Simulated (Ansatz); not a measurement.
**Piezoelectric tensor of BP**

These are results of DFT PBE, scalar-relativistic, plane waves, PAW (Ansatz), not measurements. Plane waves to 420 eV; Γ-centred k mesh 12×12×12; fixed occupations. No spin polarisation.

Relaxed structure:
```
B P
1.0
     0.00000    2.27417    2.27417
     2.27417    0.00000    2.27417
     2.27417    2.27417    0.00000
B P
1 1
Direct
  0.50000 0.50000 0.50000
  0.75000 0.75000 0.75000
```

It comes from a database structure that was distorted and then relaxed.

Q: Give the relaxed-ion proper piezoelectric stress tensor e_iJ (C/m², Voigt columns xx yy zz yz xz xy).

A:
```
x    0.000  0.000  0.000 -0.114  0.000  0.000
y    0.000  0.000  0.000  0.000 -0.114  0.000
z    0.000  0.000  0.000  0.000  0.000 -0.114
```
Signs follow the orientation of the cell as given.

Q: With the elastic constants (GPa, Voigt order)
C11 = 339.5, C12 = 73.3, C13 = 73.3, C22 = 339.5, C23 = 73.3, C33 = 339.5, C44 = 184.5, C55 = 184.5, C66 = 184.5 GPa; the others vanish.
find the strain coefficients d = e·C⁻¹ (pC/N).

A:
```
x    0.00  0.00  0.00 -0.62  0.00  0.00
y    0.00  0.00  0.00  0.00 -0.62  0.00
z    0.00  0.00  0.00  0.00  0.00 -0.62
```
